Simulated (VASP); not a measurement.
# A VASP 6.6.1 single-point calculation on HgTe

INCAR

```
LMAXMIX = 4
NBANDS = 16
LDAUU = 6.0 0
ENCUT = 520
SIGMA = 0.02
LWAVE = .FALSE.
PREC = Accurate
NSW = 0
LREAL = .FALSE.
NELM = 100
ISIF = 2
LASPH = .FALSE.
ALGO = Conjugate
LDAUJ = 0 0
LDAU = .TRUE.
LDAUL = 2 -1
LDAUTYPE = 2
LCHARG = .FALSE.
IBRION = -1
EDIFF = 1E-7
ISMEAR = -1
GGA = PE
```

KPOINTS

```
KPOINTS created by Atomic Simulation Environment
0
Gamma
6 6 6
0 0 0
```

POSCAR

```
Hg Te
 1.0000000000000000
     0.0000000000000000    3.2891578862915543    3.2891578862915543
     3.2891578862915543    0.0000000000000000    3.2891578862915543
     3.2891578862915543    3.2891578862915543    0.0000000000000000
 Hg  Te
   1   1
Cartesian
  0.0000000000000000  0.0000000000000000  0.0000000000000000
  1.6445789431457767  1.6445789431457767  1.6445789431457767
```

The recommended PBE PAW datasets give the neutral cell 18 valence electrons.

Command

```
mpirun -np 1 vasp_std
```

OSZICAR

```
N       E                     dE             d eps       ncg     rms           ort
DAV:   1     0.107387518527E+03    0.10739E+03   -0.90934E+03   256   0.105E+03
DAV:   2     0.141888297238E+01   -0.10597E+03   -0.10153E+03   256   0.219E+02
DAV:   3    -0.260020016670E+01   -0.40191E+01   -0.40139E+01   256   0.472E+01
DAV:   4    -0.263770105776E+01   -0.37501E-01   -0.37500E-01   256   0.429E+00
DAV:   5    -0.263777852841E+01   -0.77471E-04   -0.77471E-04   256   0.179E-01
SDA:   6    -0.224168474808E+01    0.39609E+00   -0.77471E-04   256   0.128E+01   0.000E+00
CGA:   7    -0.249627155970E+01   -0.25459E+00   -0.25461E+00   256   0.683E-01   0.465E-02
CGA:   8    -0.252261058590E+01   -0.26339E-01   -0.26265E-01   256   0.114E-01   0.438E-03
CGA:   9    -0.252742931726E+01   -0.48187E-02   -0.48030E-02   256   0.164E-02   0.780E-04
CGA:  10    -0.252805198660E+01   -0.62267E-03   -0.62351E-03   256   0.283E-03  -0.680E-05
CGA:  11    -0.252815409003E+01   -0.10210E-03   -0.10152E-03   256   0.477E-04   0.542E-05
CGA:  12    -0.252817383228E+01   -0.19742E-04   -0.19861E-04   256   0.807E-05  -0.817E-06
CGA:  13    -0.252817725677E+01   -0.34245E-05   -0.34130E-05   256   0.976E-06   0.765E-07
CGA:  14    -0.252817764583E+01   -0.38906E-06   -0.37615E-06   256   0.142E-06   0.146E-06
CGA:  15    -0.252817770720E+01   -0.61371E-07   -0.59282E-07   256   0.290E-07   0.308E-07
   1 F= -.25281777E+01 E0= -.25280007E+01  d E =-.353922E-03
```

Standard output (part)

```
POSCAR found type information on POSCAR HgTe
 POSCAR found :  2 types and       2 ions
 LDA part: xc-table for (Slater+PW92), standard interpolation
 POSCAR, INCAR and KPOINTS ok, starting setup
 WAVECAR not read
 entering main loop
 gam= 0.000 g(H,U,f)=  0.915E+00 0.369E+00 0.358E-06 ort(H,U,f) = 0.000E+00 0.000E+00 0.000E+00
 gam= 0.000 trial= 0.400  step=  0.3966 mean=  0.4000
 gam= 0.053 g(H,U,f)=  0.405E-01 0.278E-01 0.423E-09 ort(H,U,f) =-0.941E-01 0.988E-01 0.123E-08
 gam= 0.053 trial= 0.400  step=  0.7664 mean=  0.3997
 gam= 0.167 g(H,U,f)=  0.920E-02 0.220E-02 0.218E-09 ort(H,U,f) =-0.687E-02 0.731E-02-0.384E-09
 gam= 0.167 trial= 0.436  step=  0.8370 mean=  0.4363
 gam= 0.143 g(H,U,f)=  0.124E-02 0.391E-03 0.111E-09 ort(H,U,f) =-0.107E-02 0.115E-02 0.102E-09
 gam= 0.143 trial= 0.476  step=  0.7573 mean=  0.4764
 gam= 0.173 g(H,U,f)=  0.231E-03 0.515E-04 0.231E-10 ort(H,U,f) =-0.106E-03 0.990E-04 0.576E-10
 gam= 0.173 trial= 0.504  step=  0.7206 mean=  0.5045
 gam= 0.169 g(H,U,f)=  0.363E-04 0.114E-04 0.511E-11 ort(H,U,f) =-0.298E-04 0.353E-04 0.157E-10
 gam= 0.169 trial= 0.526  step=  0.8170 mean=  0.5261
 gam= 0.169 g(H,U,f)=  0.649E-05 0.159E-05 0.580E-12 ort(H,U,f) =-0.564E-05 0.482E-05 0.262E-11
 gam= 0.169 trial= 0.555  step=  0.8603 mean=  0.5552
 gam= 0.121 g(H,U,f)=  0.896E-06 0.805E-07 0.957E-14 ort(H,U,f) =-0.323E-06 0.400E-06 0.132E-12
 gam= 0.121 trial= 0.586  step=  0.7634 mean=  0.5857
...
```

From OUTCAR

```
k-points           NKPTS =     16   k-points in BZ     NKDIM =     16   number of bands    NBANDS=     16

   NELECT =      18.0000    total number of electrons

   dimension x,y,z NGX =    36 NGY =   36 NGZ =   36
   dimension x,y,z NGXF=    72 NGYF=   72 NGZF=   72

  energy-cutoff  :      520.00
  volume of cell :       71.17
      direct lattice vectors                 reciprocal lattice vectors
     0.000000000  3.289157886  3.289157886    -0.152014594  0.152014594  0.152014594
     3.289157886  0.000000000  3.289157886     0.152014594 -0.152014594  0.152014594
     3.289157886  3.289157886  0.000000000     0.152014594  0.152014594 -0.152014594

 k-points in reciprocal lattice and weights: KPOINTS created by Atomic Simulation Env
   0.00000000  0.00000000  0.00000000       0.005
   0.16666667  0.00000000  0.00000000       0.037
   0.33333333  0.00000000  0.00000000       0.037
   0.50000000  0.00000000  0.00000000       0.019
   0.16666667  0.16666667  0.00000000       0.028
   0.33333333  0.16666667  0.00000000       0.111
   0.50000000  0.16666667  0.00000000       0.111
  -0.33333333  0.16666667  0.00000000       0.111
   ...

 E-fermi :   2.2937

 k-point     1 :       0.0000    0.0000    0.0000
  band No.  band energies     occupation
      1      -9.0173      2.00000
      2      -7.0162      2.00000
      3      -7.0162      2.00000
      4      -7.0162      2.00000
      5      -6.6548      2.00000
      6      -6.6548      2.00000
      7       1.8290      2.00000
      8       2.2798      1.33342
      9       2.2798      1.33342
     10       2.2798      1.33342
     11       6.9743      0.00000
     12       6.9743      0.00000
     13       6.9743      0.00000
     14       9.0506      0.00000
     15      11.6218      0.00000
     16      11.6218      0.00000

 k-point     2 :       0.1667    0.0000    0.0000
  band No.  band energies     occupation
      1      -8.9621      2.00000
      2      -6.9949      2.00000
      3      -6.9949      2.00000
      4      -6.8778      2.00000
      5      -6.6564      2.00000
      6      -6.6564      2.00000
      7       0.1237      2.00000
      8       2.0602      1.99998
      9       2.0602      1.99998
     10       3.3217      0.00000
     11       6.8920      0.00000
     12       7.2949      0.00000
     13       7.2949      0.00000
     14      10.3287      0.00000
     15      10.7980      0.00000
     16      10.7980      0.00000

 k-point     3 :       0.3333    0.0000    0.0000
  band No.  band energies     occupation
      1      -8.8729      2.00000
      2      -6.9562      2.00000
      3      -6.9562      2.00000
      4      -6.6541      2.00000
      5      -6.6541      2.00000
      6      -6.4583      2.00000
      7      -1.6721      2.00000
      8       1.6864      2.00000
      9       1.6864      2.00000
     10       3.4055      0.00000
     11       7.5914      0.00000
     12       7.5914      0.00000
     13       8.2789      0.00000
     14      10.1403      0.00000
     15      11.1548      0.00000
     16      11.1548      0.00000

 ...

  Total        0.4251713      0.4251713      0.4251713     -0.0000000     -0.0000000      0.0000000
  in kB        9.5717278      9.5717278      9.5717278     -0.0000000     -0.0000000      0.0000000
  external PRESSURE =       9.5717278 kB  Pullay stress =       0.0000000 kB

 POSITION                                       TOTAL-FORCE (eV/Angst)
 -----------------------------------------------------------------------------------
      0.00000      0.00000      0.00000         0.000000      0.000000     -0.000000
      1.64458      1.64458      1.64458        -0.000000     -0.000000      0.000000
 -----------------------------------------------------------------------------------
    total drift:                               -0.000000     -0.000000     -0.000000

  FREE ENERGIE OF THE ION-ELECTRON SYSTEM (eV)
  ---------------------------------------------------
  free  energy   TOTEN  =        -2.5281777072 eV

  energy  without entropy=       -2.5278237857  energy(sigma->0) =       -2.52800075
```

It converged. Results: gap between bands v and c on the k mesh 0.00 eV; least direct gap on the k mesh 0.00 eV; pressure 1.0 GPa. Band v is the last that the valence electrons fill when counted band by band, and c is the next.

For comparison, a separate PBE run of the intended cell, on usual settings and not on those above, gives a gap of 0.00 eV on its mesh and a pressure of 1.3 GPa.

The run above took about 14 s on one core of a shared host (Intel Xeon Platinum 8488C) and held 0.22 GiB at most.
